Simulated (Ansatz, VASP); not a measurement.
# SrCl2 in VASP and in Ansatz

Contents of INCAR:

```
SYSTEM = SrCl2
  PREC = Accurate
  ENCUT = 520
  EDIFF = 1E-6
  ISMEAR = -1
  SIGMA = 0.03
  LREAL = .False.
  LASPH = .True.
  NELM = 60
  ALGO = Normal
  ISIF = 2
  LWAVE = .False.
  LCHARG = .False.
  GGA = PE
  NBANDS = 19
```

The input KPOINTS:

```
regular mesh
0
Gamma
  4 4 4
  0 0 0
```

POSCAR

```
SrCl2
1.0
    0.0000000000      3.4883500000      3.4883500000
    3.4883500000      0.0000000000      3.4883500000
    3.4883500000      3.4883500000      0.0000000000
Sr Cl
1 2
Direct
    0.0000000000      0.0000000000      0.0000000000
    0.7500000000      0.7500000000      0.7500000000
    0.2500000000      0.2500000000      0.2500000000
```

File input.yaml:

```yaml
crystal:
  lattice:
    - [0.0, 3.48835, 3.48835]
    - [3.48835, 0.0, 3.48835]
    - [3.48835, 3.48835, 0.0]
  atoms:
    - { symbol: Sr, position: [0.0, 0.0, 0.0] }
    - { symbol: Cl, position: [0.75, 0.75, 0.75] }
    - { symbol: Cl, position: [0.25, 0.25, 0.25] }
kpoints:
  mp_grid: { grid: [4, 4, 4] }
scf:
  occupations: { method: fermi_dirac, width: 0.03 }
hamiltonian:
  xc: pbe
  pseudopotentials: { kind: all_electron, lapw: { basis_error: 0.002 } }
output:
  forces: true
  stress: true
  eigenvalues: true
```

Alike in both runs: task single point; functional PBE; k mesh 4 × 4 × 4; occupations fermi-dirac, width 0.03 eV; no spin polarisation.

|  | VASP | Ansatz |
| --- | --- | --- |
| version | VASP 6.6.1 | Ansatz 0.2.0 |
| potentials or method | VASP PAW PBE potentials, release 64 (Sr_sv, Cl) | all-electron LAPW, scalar-relativistic |
| plane-wave cutoff (eV) | 520 | see its input |

|  | VASP | Ansatz | Ansatz less VASP |
| --- | --- | --- | --- |
| gap on the k mesh at the Fermi level (eV) | 5.34 | 5.34 | +0.005 |
| least direct gap on the mesh (eV) | 5.51 | 5.51 | +0.003 |
| pressure (GPa) | 1.1 | 1.0 | -0.09 |

Ansatz ran all-electron here, so the differences hold the error of VASP's frozen core and of both bases.

A k mesh can miss the band edges.
